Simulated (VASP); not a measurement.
## AlCo: density of states with RPBE+D3+U

Crystal: AlCo.

```xyz
2
Lattice="2.8194 0.0000 0.0000 0.0000 2.8194 0.0000 0.0000 0.0000 2.8194" Properties=species:S:1:pos:R:3 pbc="T T T"
Co    1.4097    1.4097    1.4097
Al    0.0000    0.0000    0.0000
```

The cell is a database's computed one.

```json
{"Program": "VASP 6.6.1", "Task": "density of states", "Functional": "RPBE", "Dispersion": "D3", "Potentials or basis": "VASP PAW PBE potentials, release 64 (Co, Al)", "Cutoff": "520 eV", "k mesh": "9 × 9 × 9", "Occupations": "tetrahedron", "Spin": "collinear spin, random start", "Starting moments": "[0.8, 0.0] μB", "Hubbard terms": "Co d U = 5.3 eV, J = 1.0 eV", "LDAUTYPE": "2", "Hund's J": "1", "Further INCAR settings": "ALGO = Normal; EDIFF = 1.00e-06"}
```

```yaml
Pressure: 0.3 GPa
Band_gap_on_the_k_mesh: none (metal or under the smearing width)
Net_moment: 0.47 μB per cell
Site_moments: Co +0.68; Al -0.04 μB
Valence_electrons_inside_the_program's_atomic_spheres: Co 8.64; Al 0.83
Dispersion_energy_per_atom: -0.453 eV
```

Levels at points of the mesh, in eV from the Fermi level:
Spin up:
```
           k point  band 4  band 5  band 6  band 7  band 8  band 9
(0.00, 0.00, 0.00)   -1.49   -1.49   -1.49    6.82    6.82    6.82
```
Spin down:
```
           k point  band 4  band 5  band 6  band 7  band 8  band 9
(0.00, 0.00, 0.00)   -1.08   -1.08   -1.08    6.61    6.61    6.61
```

States per cell in windows of 1 eV (zero at the Fermi level; states under -8 eV left out):
| from (eV) | up | down | Co1_d_up | Co1_d_down | Co1_p_up | Co1_p_down | Al2_p_down | Al2_p_up |
| --- | --- | --- | --- | --- | --- | --- | --- | --- |
| -8.0 | 0.17 | 0.18 | 0.01 | 0.01 | 0.01 | 0.02 | 0.01 | 0.01 |
| -7.0 | 0.27 | 0.26 | 0.04 | 0.04 | 0.03 | 0.03 | 0.01 | 0.01 |
| -6.0 | 0.34 | 0.28 | 0.12 | 0.09 | 0.02 | 0.02 | 0.01 | 0.01 |
| -5.0 | 0.51 | 0.31 | 0.24 | 0.10 | 0.03 | 0.02 | 0.03 | 0.04 |
| -4.0 | 1.33 | 0.77 | 0.95 | 0.38 | 0.04 | 0.04 | 0.07 | 0.06 |
| -3.0 | 1.59 | 0.73 | 1.34 | 0.46 | 0.04 | 0.04 | 0.05 | 0.04 |
| -2.0 | 1.51 | 1.92 | 1.32 | 1.61 | 0.03 | 0.04 | 0.03 | 0.02 |
| -1.0 | 0.40 | 1.04 | 0.26 | 0.76 | 0.03 | 0.06 | 0.02 | 0.02 |
| 0.0 | 0.41 | 0.21 | 0.21 | 0.12 | 0.05 | 0.03 | 0.01 | 0.03 |
| 1.0 | 0.22 | 0.14 | 0.08 | 0.12 | 0.03 | 0.01 | 0.00 | 0.02 |
| 2.0 | 0.11 | 0.73 | 0.03 | 0.57 | 0.02 | 0.03 | 0.03 | 0.01 |
| 3.0 | 0.32 | 0.24 | 0.09 | 0.12 | 0.04 | 0.02 | 0.02 | 0.02 |
| 4.0 | 0.42 | 0.54 | 0.12 | 0.21 | 0.04 | 0.04 | 0.03 | 0.03 |
| 5.0 | 0.40 | 0.45 | 0.10 | 0.13 | 0.04 | 0.04 | 0.04 | 0.04 |
| 6.0 | 0.38 | 0.43 | 0.08 | 0.09 | 0.04 | 0.04 | 0.05 | 0.04 |
| 7.0 | 0.40 | 0.41 | 0.06 | 0.07 | 0.05 | 0.05 | 0.05 | 0.05 |

Eigenvalues of the final occupation matrices:
| site | spin | trace | eigenvalues |
| --- | --- | --- | --- |
| site 1 d | 1 | 4.22 | 0.82 0.82 0.86 0.86 0.86 |
| site 1 d | 2 | 3.49 | 0.46 0.46 0.86 0.86 0.86 |

Run time: 31 s on 1 thread of Intel(R) Xeon(R) 6975P-C (Granite Rapids) (shared host), peak memory 0.15 GiB.

Caveat: the PAW data sets were made with another functional, which shifts forces and pressure a little; pairwise dispersion overbinds metals, which lowers pressure and volume; the U is typed as a test and isn't derived for this compound; tetrahedron occupations give inexact forces and stress in metals. The state reached can hang on the start; a lower one may exist.
